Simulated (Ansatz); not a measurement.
A plane-wave DFT run in Ansatz 0.2.0 (scalar-relativistic PAW potentials unless the input names others): input and command.

```yaml
crystal:
  lattice:
    - [4.962363652, -2.0279422051, 0.0048112099]
    - [4.962363652, 2.0279422051, 0.0048112099]
    - [-1.9119711718, 0.0, 5.5947513591]
  atoms:
    - { symbol: Li, position: [0.7165433874, 0.7165433874, 0.3450318965] }
    - { symbol: Li, position: [0.6927273189, 0.6927273189, 0.8660352644] }
    - { symbol: Li, position: [0.0, 0.0, 0.5] }
    - { symbol: Li, position: [0.3072726811, 0.3072726811, 0.1339647356] }
    - { symbol: Li, position: [0.2834566126, 0.2834566126, 0.6549681035] }
    - { symbol: Nb, position: [0.0, 0.0, 0.0] }
    - { symbol: O, position: [0.8566032777, 0.8566032777, 0.172155251] }
    - { symbol: O, position: [0.8441550617, 0.8441550617, 0.6874048262] }
    - { symbol: O, position: [0.5, 0.5, 0.0] }
    - { symbol: O, position: [0.1558449383, 0.1558449383, 0.3125951738] }
    - { symbol: O, position: [0.1433967223, 0.1433967223, 0.827844749] }
  symmetry: { detect: false }
basis:
  ecutwfc: 500
kpoints:
  mp_grid: { grid: [6, 6, 4] }
hamiltonian:
  xc: r2scan
scf:
  occupations: { method: gaussian, width: 0.02 }
output:
  forces: true
  eigenvalues: true
  stress: true
```

```bash
ansatz run input.yaml --threads 2 --pin off --max-ram 5120MiB --backend cpu --events-out ev --progress --plain --runs-dir out
```

Abridged log:
```
Pseudopotentials: kind: paw
Pseudopotential: Li, paw, valence charge 3, recommended cutoff 500 eV (meta_gga)
Pseudopotential: Nb, paw, valence charge 13, recommended cutoff 500 eV (meta_gga)
Pseudopotential: O, paw, valence charge 6, recommended cutoff 500 eV (meta_gga)
Functional definition: r2SCAN
Crystal: 11 atoms, lattice volume = 112.642 Å³
Basis set: ecut = 500 eV, 2873 PW (Γ), exchange–correlation on 160×160×180 points (64 copies of the dense FFT grid, shifted against one another)
Bands: 40, of which v1, the nominal top of the filled ones, is band 29 counted from 1 (28 counted from 0)
Symmetry: 1 space group operations
k-points: 76 of 144 (time reversal used)
Initial density: superposition of atomic densities (neutral atoms: chi_scale 0, normalization atom), corrected by the library's trained network
Initial wavefunctions: pseudopotential atomic-orbital guess
Functional: x = r2scan, c = r2scan; τ floored in thin density (d = 2e-4 eV/Å³)
SCF iter   1: F=—  HF=-8445.889569 eV  |F-HF|=—  |Δ(HF+E_count)|=         —  Δρ=1.28e-2  dr2=2.71e-1  dr2_τ=3.92e-1  ethr=1.77e-3  ⟨swp⟩=6.2  Hψ=12314  notcnv=0  defer=9
SCF iter   2: F=—  HF=-8446.081542 eV  |F-HF|=—  |Δ(HF+E_count)|=   1.92e-1  Δρ=6.23e-3  dr2=1.55e-2  dr2_τ=1.57e-2  ethr=4.68e-4  ⟨swp⟩=2.0  Hψ=5465  notcnv=0  defer=511
SCF iter   3: F=—  HF=-8446.081790 eV  |F-HF|=—  |Δ(HF+E_count)|=   2.47e-4  Δρ=2.73e-3  dr2=4.57e-3  dr2_τ=3.79e-4  ethr=2.67e-5  ⟨swp⟩=2.1  Hψ=4322  notcnv=0  defer=131
automatic band count: iteration 3 solves 35 bands in place of 40: the levels show a gap, and the empty bands left out lie too high to hold charge; the band table lists the bands solved (type scf.n_extra_bands for more)
SCF iter   4: F=—  HF=-8446.081702 eV  |F-HF|=—  |Δ(HF+E_count)|=   8.80e-5  Δρ=1.04e-3  dr2=5.66e-4  dr2_τ=9.67e-5  ethr=7.88e-6  ⟨swp⟩=2.7  Hψ=4002  notcnv=0  defer=131
SCF iter   5: F=—  HF=-8446.081687 eV  |F-HF|=—  |Δ(HF+E_count)|=   1.45e-5  Δρ=2.52e-4  dr2=5.42e-5  dr2_τ=8.12e-6  ethr=9.76e-7  ⟨swp⟩=2.0  Hψ=4124  notcnv=0  defer=131
SCF iter   6: F=—  HF=-8446.081680 eV  |F-HF|=—  |Δ(HF+E_count)|=   7.42e-6  Δρ=9.34e-5  dr2=9.38e-6  dr2_τ=8.02e-7  ethr=9.35e-8  ⟨swp⟩=2.1  Hψ=3722  notcnv=0  defer=131
SCF iter   7: F=—  HF=-8446.081686 eV  |F-HF|=—  |Δ(HF+E_count)|=   6.83e-6  Δρ=1.97e-5  dr2=8.55e-7  dr2_τ=3.55e-8  ethr=1.62e-8  ⟨swp⟩=2.0  Hψ=3524  notcnv=0  defer=131
SCF iter   8: F=—  HF=-8446.081687 eV  |F-HF|=—  |Δ(HF+E_count)|=   4.68e-7  Δρ=1.98e-5  dr2=3.74e-7  dr2_τ=4.48e-8  ethr=1.47e-9  ⟨swp⟩=2.0  Hψ=4043  notcnv=0  defer=131
SCF iter   9: F=-8446.081687 eV  HF=-8446.081687 eV  |F-HF|=3.42e-9  |Δ(HF+E_count)|=   6.35e-8  Δρ=3.41e-6  dr2=1.27e-8  dr2_τ=1.78e-9  ethr=1.72e-10  ⟨swp⟩=7.7  Hψ=10945  notcnv=0
SCF 1 converged in 9 iterations: F = -8446.081687 eV  dr2 = 1.27e-8
SCF converged after 9 iterations
Free energy (F): -8446.081687 eV
Harris-Foulkes:  -8446.081687 eV  (|F-HF|=3.42e-9)
Internal energy: -8446.081687 eV  (E = F + TS)
E sigma→0 (E₀):  -8446.081687 eV
Fermi energy:    6.055702 eV
--- Forces (eV/Å), atoms counted from 1 ---
  atom   1  Li    -0.00098828    -0.00000001    -0.00042235
  atom   2  Li     0.00285493     0.00000001    -0.00269099
  atom   3  Li     0.00000001     0.00000000     0.00000003
  atom   4  Li    -0.00285496     0.00000000     0.00269093
  atom   5  Li     0.00098824     0.00000001     0.00042237
  atom   6  Nb    -0.00000018     0.00000002     0.00000006
  atom   7  O      0.00314462    -0.00000004    -0.00366888
  atom   8  O      0.00238731     0.00000001     0.00734453
  atom   9  O      0.00000002     0.00000003     0.00000001
  atom  10  O     -0.00238734     0.00000001    -0.00734452
  atom  11  O     -0.00314444     0.00000004     0.00366883
--- Stress (GPa, compression-positive) ---
       -5.432336       0.000000      -0.024360
        0.000000      -5.494831       0.000000
       -0.024357       0.000000      -5.505024
  P = ⅓ Tr σ = -5.4774 GPa (-54.774 kbar)
```

Apart from outputs, empty bands and the relaxation, which only the reference makes, the input differs from a reference run on usual settings in crystal.symmetry: not typed → {"detect": false}. The reference, at the same geometry, ended its own course with pressure -5.48 GPa, largest force 0.008 eV/Å, gap on the mesh 3.55 eV. This run converged in 9 SCF iterations with an energy at zero smearing within 0.01 meV/atom of the reference's, pressure -5.48 GPa, largest force 0.008 eV/Å, gap on the mesh 3.55 eV.

Time: 31 s on 2 threads of Intel(R) Xeon(R) Platinum 8175M CPU @ 2.50GHz (Skylake/Cascade Lake) (shared host), peak memory 0.85 GiB.